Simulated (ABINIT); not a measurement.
# InP (F-43m) in ABINIT: further runs

Aim: see how the results for InP move with the level of theory and the settings. Levels: PBE+D3, revPBE, LDA, PBE. Tasks: equation of state, band structure.

Everything below comes from runs of ABINIT 10.8.3 (patched build). Logs are shortened: lines on timing, memory, paths and dates and some standing lists are left out, and cuts for length are marked. The log counts tension as positive stress, the text compression.

**Measured values to compare with.**

A printed reference work, data compilation reports, for a bulk crystal of InP: bulk modulus 71 GPa; band gap 1.4236 eV (direct) at 1.6 K.

How close the calculation comes is told below.

**1. The crystal as given**

The structure is cubic, space group F-43m (No. 216). Conventional cell: a = 5.861 Å, b = 5.861 Å, c = 5.861 Å, α = 90.00°, β = 90.00°, γ = 90.00°. Around In (site symmetry -43m) lie 4 P at 2.54 Å. Around P (site symmetry -43m) lie 4 In at 2.54 Å.

**2. Equation of state, PBE+D3**

File run.abi:

```
# Datasets: one volume each
ndtset 7
getwfk -1
scalecart1 3*0.9795861087
scalecart2 3*0.9864848297
scalecart3 3*0.9932883884
scalecart4 3*1.0000000000
scalecart5 3*1.0066227096
scalecart6 3*1.0131594038
scalecart7 3*1.0196128224

# Pseudopotentials
pp_dirpath "./"
pseudos "In.GGA_PBE-JTH.xml, P.GGA_PBE-JTH.xml"

# Structure
acell 3*1.0 Angstrom
rprim
     0.0000000000     2.9305000000     2.9305000000
     2.9305000000     0.0000000000     2.9305000000
     2.9305000000     2.9305000000     0.0000000000
ntypat 2
znucl 49 15
natom 2
typat 1 2
xred
     0.0000000000     0.0000000000     0.0000000000
     0.7500000000     0.7500000000     0.7500000000

# Plane-wave basis
ecut 544.227725 eV
pawecutdg 40.0

# k points
kptopt 1
ngkpt 8 8 8
nshiftk 1
shiftk 0.0 0.0 0.0

# Exchange and correlation
ixc 11
vdw_xc 6

# Bands and occupations
nband 13
occopt 3
tsmear 0.05 eV

# SCF cycle
nstep 100
tolvrs 1.0e-9

# Output
iomode 3
prtwf 1
prtden 0
prteig 0
prtebands 0
enunit 1
```

Potentials or basis: JTH PAW PBE v2.0.

Started as:

```
> abinit run.abi > log 2>&1
```

run.abo:

```text
.Version 10.8.3 of ABINIT
 DATASET    1 : space group F-4 3 m (#216); Bravais cF (face-center cubic)
================================================================================
 Values of the parameters that define the memory need for DATASET  1.
     intxc =       0    ionmov =       0      iscf =      17    lmnmax =      18
     lnmax =       6     mgfft =      32  mpssoang =       3    mqgrid =    3001
     natom =       2  nloc_mem =       2    nspden =       1   nspinor =       1
    nsppol =       1      nsym =      24    n1xccc =       1    ntypat =       2
    occopt =       3   xclevel =       2
       mpw =        1384          nfft =       32768          nkpt =          29
 PAW method is used; the additional fine FFT grid is defined by:
   mgfftf=        45    nfftf =     91125
================================================================================
================================================================================
[... 71 lines left out ...]
 DATASET    7 : space group F-4 3 m (#216); Bravais cF (face-center cubic)
================================================================================
 Values of the parameters that define the memory need for DATASET  7.
     intxc =       0    ionmov =       0      iscf =      17    lmnmax =      18
     lnmax =       6     mgfft =      36  mpssoang =       3    mqgrid =    3001
     natom =       2  nloc_mem =       2    nspden =       1   nspinor =       1
    nsppol =       1      nsym =      24    n1xccc =       1    ntypat =       2
    occopt =       3   xclevel =       2
       mpw =        1556          nfft =       46656          nkpt =          29
 PAW method is used; the additional fine FFT grid is defined by:
   mgfftf=        48    nfftf =    110592
================================================================================
================================================================================

--------------------------------------------------------------------------------
------------- Echo of variables that govern the present computation ------------
--------------------------------------------------------------------------------
 -outvars: echo values of preprocessed input variables --------
            acell      1.8897261259E+00  1.8897261259E+00  1.8897261259E+00 Bohr
              amu      1.14820000E+02  3.09737620E+01
             ecut      2.00000000E+01 Hartree
           enunit           1
           getwfk          -1
              ixc          11
           jdtset        1    2    3    4    5    6    7
         kptrlatt        8    0    0      0    8    0      0    0    8
          kptrlen1     6.13745323E+01
          kptrlen2     6.18067616E+01
          kptrlen3     6.22330286E+01
          kptrlen4     6.26535348E+01
          kptrlen5     6.30684709E+01
          kptrlen6     6.34780179E+01
          kptrlen7     6.38823474E+01
            natom           2
            nband          13
           ndtset           7
            ngfft1         32      32      32
            ngfft2         32      32      32
            ngfft3         32      32      32
            ngfft4         32      32      32
            ngfft5         32      32      32
            ngfft6         32      32      32
            ngfft7         36      36      36
          ngfftdg1         45      45      45
          ngfftdg2         45      45      45
          ngfftdg3         48      48      48
          ngfftdg4         48      48      48
          ngfftdg5         48      48      48
          ngfftdg6         48      48      48
          ngfftdg7         48      48      48
             nkpt          29
            nstep         100
             nsym          24
           ntypat           2
           occopt           3
        pawecutdg      4.00000000E+01 Hartree
         pawxcdev           0
           prtden           0
        prtebands           0
           prteig           0
            rprim1     0.0000000000E+00  2.8706770915E+00  2.8706770915E+00
                       2.8706770915E+00  0.0000000000E+00  2.8706770915E+00
                       2.8706770915E+00  2.8706770915E+00  0.0000000000E+00
            rprim2     0.0000000000E+00  2.8908937934E+00  2.8908937934E+00
                       2.8908937934E+00  0.0000000000E+00  2.8908937934E+00
                       2.8908937934E+00  2.8908937934E+00  0.0000000000E+00
            rprim3     0.0000000000E+00  2.9108316222E+00  2.9108316222E+00
[... 17 lines left out ...]
            typat      1  2
           useylm           1
           vdw_xc           6
           xangst1     0.0000000000E+00  0.0000000000E+00  0.0000000000E+00
                       4.3060156373E+00  4.3060156373E+00  4.3060156373E+00
           xangst2     0.0000000000E+00  0.0000000000E+00  0.0000000000E+00
                       4.3363406902E+00  4.3363406902E+00  4.3363406902E+00
           xangst3     0.0000000000E+00  0.0000000000E+00  0.0000000000E+00
                       4.3662474333E+00  4.3662474333E+00  4.3662474333E+00
           xangst4     0.0000000000E+00  0.0000000000E+00  0.0000000000E+00
                       4.3957500000E+00  4.3957500000E+00  4.3957500000E+00
           xangst5     0.0000000000E+00  0.0000000000E+00  0.0000000000E+00
                       4.4248617757E+00  4.4248617757E+00  4.4248617757E+00
           xangst6     0.0000000000E+00  0.0000000000E+00  0.0000000000E+00
                       4.4535954493E+00  4.4535954493E+00  4.4535954493E+00
           xangst7     0.0000000000E+00  0.0000000000E+00  0.0000000000E+00
                       4.4819630641E+00  4.4819630641E+00  4.4819630641E+00
            xcart1     0.0000000000E+00  0.0000000000E+00  0.0000000000E+00
                       8.1371902484E+00  8.1371902484E+00  8.1371902484E+00
            xcart2     0.0000000000E+00  0.0000000000E+00  0.0000000000E+00
                       8.1944962930E+00  8.1944962930E+00  8.1944962930E+00
            xcart3     0.0000000000E+00  0.0000000000E+00  0.0000000000E+00
                       8.2510118469E+00  8.2510118469E+00  8.2510118469E+00
            xcart4     0.0000000000E+00  0.0000000000E+00  0.0000000000E+00
                       8.3067636180E+00  8.3067636180E+00  8.3067636180E+00
            xcart5     0.0000000000E+00  0.0000000000E+00  0.0000000000E+00
                       8.3617769011E+00  8.3617769011E+00  8.3617769011E+00
            xcart6     0.0000000000E+00  0.0000000000E+00  0.0000000000E+00
                       8.4160756747E+00  8.4160756747E+00  8.4160756747E+00
            xcart7     0.0000000000E+00  0.0000000000E+00  0.0000000000E+00
                       8.4696826975E+00  8.4696826975E+00  8.4696826975E+00
             xred      0.0000000000E+00  0.0000000000E+00  0.0000000000E+00
                       7.5000000000E-01  7.5000000000E-01  7.5000000000E-01
            znucl       49.00000   15.00000

================================================================================

 chkinp: Checking input parameters for consistency, jdtset=   1.

 chkinp: Checking input parameters for consistency, jdtset=   2.
[... 40 lines left out ...]
 getcut: wavevector=  0.0000  0.0000  0.0000  ngfft=  45  45  45
         ecut(hartree)=     40.000   => boxcut(ratio)=   2.01446

--- Pseudopotential description ------------------------------------------------
- pspini: atom type   1  psp file is ./In.GGA_PBE-JTH.xml
 Pseudopotential format is: paw10
 basis_size (lnmax)=  6 (lmn_size= 18), orbitals=   0   0   1   1   2   2
 Spheres core radius: rc_sph= 2.50644782
 Shapefunction is BESSEL type: shapef(r,l)=aa(1,l)*jl(q(1,l)*r)+aa(2,l)*jl(q(2,l)*r)
 Radius for shape functions =  1.40569481
 Compensation charge density is not taken into account in XC energy/potential

- pspini: atom type   2  psp file is ./P.GGA_PBE-JTH.xml
 Pseudopotential format is: paw10
 basis_size (lnmax)=  4 (lmn_size=  8), orbitals=   0   0   1   1
 Spheres core radius: rc_sph= 1.60765221
 Shapefunction is SIN type: shapef(r)=[sin(pi*r/rshp)/(pi*r/rshp)]**2
 Radius for shape functions =  1.60765221
 Compensation charge density is not taken into account in XC energy/potential

   4.69646342E+02                                ecore*ucvol(ha*bohr**3)
--------------------------------------------------------------------------------

[... 1082 lines left out ...]
 getcut: wavevector=  0.0000  0.0000  0.0000  ngfft=  36  36  36
         ecut(hartree)=     20.000   => boxcut(ratio)=   2.23940

 getcut : COMMENT -
  Note that boxcut > 2.2 ; recall that boxcut=Gcut(box)/Gcut(sphere) = 2
  is sufficient for exact treatment of convolution.
  Such a large boxcut is a waste : you could raise ecut
  e.g. ecut=   25.074542 Hartrees makes boxcut=2

 Fine grid specifications (used for densities):

 getcut: wavevector=  0.0000  0.0000  0.0000  ngfft=  48  48  48
         ecut(hartree)=     40.000   => boxcut(ratio)=   2.11133
--------------------------------------------------------------------------------
[... 143 lines left out ...]
-Cartesian components of stress tensor (GPa)         [Pressure= -2.0988E+00 GPa]
- sigma(1 1)=  2.09876733E+00  sigma(3 2)=  0.00000000E+00
- sigma(2 2)=  2.09876733E+00  sigma(3 1)=  0.00000000E+00
- sigma(3 3)=  2.09876733E+00  sigma(2 1)=  0.00000000E+00

== END DATASET(S) ==============================================================
================================================================================

 -outvars: echo values of variables after computation  --------
            acell      1.8897261259E+00  1.8897261259E+00  1.8897261259E+00 Bohr
           etotal1    -6.4732878130E+01
           etotal2    -6.4734289617E+01
           etotal3    -6.4735282297E+01
           etotal4    -6.4735909603E+01
           etotal5    -6.4736223299E+01
           etotal6    -6.4736229295E+01
           etotal7    -6.4735976788E+01
            fcart1     1.7372565947E-28  1.2408975677E-28 -2.2336156218E-28
                      -1.7372565947E-28 -1.2408975677E-28  2.2336156218E-28
            fcart2     1.8483295176E-29  1.0781922186E-29 -4.3127688744E-29
                      -1.8483295176E-29 -1.0781922186E-29  4.3127688744E-29
            fcart3    -1.5929053626E-47 -1.5297244408E-30  1.5929053626E-47
                       1.5929053626E-47  1.5297244408E-30 -1.5929053626E-47
            fcart4    -3.0389150490E-30  5.3181013357E-30 -3.0389150490E-30
                       3.0389150490E-30 -5.3181013357E-30  3.0389150490E-30
            fcart5    -4.5283824118E-30 -9.8114952256E-30  1.9622990451E-29
                       4.5283824118E-30  9.8114952256E-30 -1.9622990451E-29
[... 38 lines left out ...]
                       0.0000000000E+00  0.0000000000E+00  0.0000000000E+00
           xangst1     0.0000000000E+00  0.0000000000E+00  0.0000000000E+00
                       4.3060156373E+00  4.3060156373E+00  4.3060156373E+00
           xangst2     0.0000000000E+00  0.0000000000E+00  0.0000000000E+00
                       4.3363406902E+00  4.3363406902E+00  4.3363406902E+00
           xangst3     0.0000000000E+00  0.0000000000E+00  0.0000000000E+00
                       4.3662474333E+00  4.3662474333E+00  4.3662474333E+00
           xangst4     0.0000000000E+00  0.0000000000E+00  0.0000000000E+00
                       4.3957500000E+00  4.3957500000E+00  4.3957500000E+00
           xangst5     0.0000000000E+00  0.0000000000E+00  0.0000000000E+00
                       4.4248617757E+00  4.4248617757E+00  4.4248617757E+00
           xangst6     0.0000000000E+00  0.0000000000E+00  0.0000000000E+00
                       4.4535954493E+00  4.4535954493E+00  4.4535954493E+00
           xangst7     0.0000000000E+00  0.0000000000E+00  0.0000000000E+00
                       4.4819630641E+00  4.4819630641E+00  4.4819630641E+00
             xred      0.0000000000E+00  0.0000000000E+00  0.0000000000E+00
                       7.5000000000E-01  7.5000000000E-01  7.5000000000E-01
 Calculation completed.
```

Run time: 1.7 min. Hardware: 1 thread of Arm Neoverse V1, shared host; peak memory 0.15 GiB.

Results:

| Property | Result |
| --- | --- |
| Equilibrium volume | 25.94 Å³/atom |
| Bulk modulus | 62 GPa |
| Pressure derivative of the bulk modulus | 4.7 (rough: it moves with the points fitted) |

Energy against volume, from the lowest point:
```tsv
volume (Å³/atom)	energy (meV/atom)
23.657	45.59
24.160	26.39
24.663	12.88
25.167	4.35
25.670	0.08
26.173	0.00
26.677	3.44
```

Caveat: the cutoff is too short for stress, so the log's stress isn't used; pressures at fixed basis lie under the slope of the energies.

**3. Equation of state, revPBE**

Changes to run.abi since step 2:

```diff
@@ -16,7 +16,7 @@
 # Structure
-acell 3*1.0 Angstrom
+acell 7.83169184 7.83169184 7.83169184
 rprim
-     0.0000000000     2.9305000000     2.9305000000
-     2.9305000000     0.0000000000     2.9305000000
-     2.9305000000     2.9305000000     0.0000000000
+     0.0000000000     0.7071067812     0.7071067812
+     0.7071067812     0.0000000000     0.7071067812
+     0.7071067812     0.7071067812     0.0000000000
 ntypat 2
@@ -30,3 +30,3 @@
 # Plane-wave basis
-ecut 544.227725 eV
+ecut 20.0
 pawecutdg 40.0
@@ -40,4 +40,3 @@
 # Exchange and correlation
-ixc 11
-vdw_xc 6
+ixc 14
 
@@ -46,3 +45,3 @@
 occopt 3
-tsmear 0.05 eV
+tsmear 0.00183747
```

Potentials or basis: JTH PAW PBE v2.0.

Started as:

```
> abinit run.abi > log 2>&1
```

run.abo:

```text
.Version 10.8.3 of ABINIT
 DATASET    1 : space group F-4 3 m (#216); Bravais cF (face-center cubic)
================================================================================
 Values of the parameters that define the memory need for DATASET  1.
     intxc =       0    ionmov =       0      iscf =      17    lmnmax =      18
     lnmax =       6     mgfft =      32  mpssoang =       3    mqgrid =    3001
     natom =       2  nloc_mem =       2    nspden =       1   nspinor =       1
    nsppol =       1      nsym =      24    n1xccc =       1    ntypat =       2
    occopt =       3   xclevel =       2
       mpw =        1384          nfft =       32768          nkpt =          29
 PAW method is used; the additional fine FFT grid is defined by:
   mgfftf=        45    nfftf =     91125
================================================================================
================================================================================
[... 71 lines left out ...]
 DATASET    7 : space group F-4 3 m (#216); Bravais cF (face-center cubic)
================================================================================
 Values of the parameters that define the memory need for DATASET  7.
     intxc =       0    ionmov =       0      iscf =      17    lmnmax =      18
     lnmax =       6     mgfft =      36  mpssoang =       3    mqgrid =    3001
     natom =       2  nloc_mem =       2    nspden =       1   nspinor =       1
    nsppol =       1      nsym =      24    n1xccc =       1    ntypat =       2
    occopt =       3   xclevel =       2
       mpw =        1556          nfft =       46656          nkpt =          29
 PAW method is used; the additional fine FFT grid is defined by:
   mgfftf=        48    nfftf =    110592
================================================================================
================================================================================

--------------------------------------------------------------------------------
------------- Echo of variables that govern the present computation ------------
--------------------------------------------------------------------------------
 -outvars: echo values of preprocessed input variables --------
            acell      7.8316918400E+00  7.8316918400E+00  7.8316918400E+00 Bohr
[... 1238 lines left out ...]
         ecut(hartree)=     20.000   => boxcut(ratio)=   2.23940

 getcut : COMMENT -
  Note that boxcut > 2.2 ; recall that boxcut=Gcut(box)/Gcut(sphere) = 2
  is sufficient for exact treatment of convolution.
  Such a large boxcut is a waste : you could raise ecut
  e.g. ecut=   25.074542 Hartrees makes boxcut=2

 Fine grid specifications (used for densities):

 getcut: wavevector=  0.0000  0.0000  0.0000  ngfft=  48  48  48
         ecut(hartree)=     40.000   => boxcut(ratio)=   2.11133
--------------------------------------------------------------------------------
[... 141 lines left out ...]
-Cartesian components of stress tensor (GPa)         [Pressure=  2.7467E-01 GPa]
- sigma(1 1)= -2.74667299E-01  sigma(3 2)=  0.00000000E+00
- sigma(2 2)= -2.74667299E-01  sigma(3 1)=  0.00000000E+00
- sigma(3 3)= -2.74667299E-01  sigma(2 1)=  0.00000000E+00

== END DATASET(S) ==============================================================
================================================================================

 -outvars: echo values of variables after computation  --------
            acell      7.8316918400E+00  7.8316918400E+00  7.8316918400E+00 Bohr
           etotal1    -6.4654696345E+01
           etotal2    -6.4656797839E+01
           etotal3    -6.4658451665E+01
           etotal4    -6.4659712343E+01
           etotal5    -6.4660634409E+01
           etotal6    -6.4661223940E+01
           etotal7    -6.4661532343E+01
            fcart1     2.7299746506E-28  2.2336156233E-28 -3.2263336780E-28
                      -2.7299746506E-28 -2.2336156233E-28  3.2263336780E-28
            fcart2     3.0805491980E-29  2.2333981686E-29 -8.0094279149E-29
                      -3.0805491980E-29 -2.2333981686E-29  8.0094279149E-29
            fcart3    -6.1188977672E-30  6.8837599881E-30 -6.1188977672E-30
                       6.1188977672E-30 -6.8837599881E-30  6.1188977672E-30
            fcart4     2.4311320408E-29 -4.5583725765E-30 -2.4311320408E-29
                      -2.4311320408E-29  4.5583725765E-30  2.4311320408E-29
            fcart5    -6.0378432197E-30  1.5094608049E-30  6.0378432197E-30
                       6.0378432197E-30 -1.5094608049E-30 -6.0378432197E-30
[... 38 lines left out ...]
                       0.0000000000E+00  0.0000000000E+00  0.0000000000E+00
           xangst1     0.0000000000E+00  0.0000000000E+00  0.0000000000E+00
                       4.3060156345E+00  4.3060156345E+00  4.3060156345E+00
           xangst2     0.0000000000E+00  0.0000000000E+00  0.0000000000E+00
                       4.3363406873E+00  4.3363406873E+00  4.3363406873E+00
           xangst3     0.0000000000E+00  0.0000000000E+00  0.0000000000E+00
                       4.3662474304E+00  4.3662474304E+00  4.3662474304E+00
           xangst4     0.0000000000E+00  0.0000000000E+00  0.0000000000E+00
                       4.3957499971E+00  4.3957499971E+00  4.3957499971E+00
           xangst5     0.0000000000E+00  0.0000000000E+00  0.0000000000E+00
                       4.4248617728E+00  4.4248617728E+00  4.4248617728E+00
           xangst6     0.0000000000E+00  0.0000000000E+00  0.0000000000E+00
                       4.4535954463E+00  4.4535954463E+00  4.4535954463E+00
           xangst7     0.0000000000E+00  0.0000000000E+00  0.0000000000E+00
                       4.4819630611E+00  4.4819630611E+00  4.4819630611E+00
             xred      0.0000000000E+00  0.0000000000E+00  0.0000000000E+00
                       7.5000000000E-01  7.5000000000E-01  7.5000000000E-01
 Calculation completed.
```

Run time: 1.7 min. Hardware: 1 thread of Arm Neoverse V1, shared host; peak memory 0.15 GiB.

Results:

- Equilibrium volume: 27.03 Å³/atom (rough: see the caveat)
- Bulk modulus: 55 GPa (rough)

Energy against volume, from the lowest point:
```tsv
volume (Å³/atom)	energy (meV/atom)
23.657	93.01
24.160	64.42
24.663	41.91
25.167	24.76
25.670	12.22
26.173	4.20
26.677	0.00
```

Caveat: the cutoff is too short for stress, so the log's stress isn't used; pressures at fixed basis lie under the slope of the energies; the minimum lies outside the volumes run; the PAW data sets were made with another functional, which shifts forces and pressure a little.

[end of part 1 of 2]
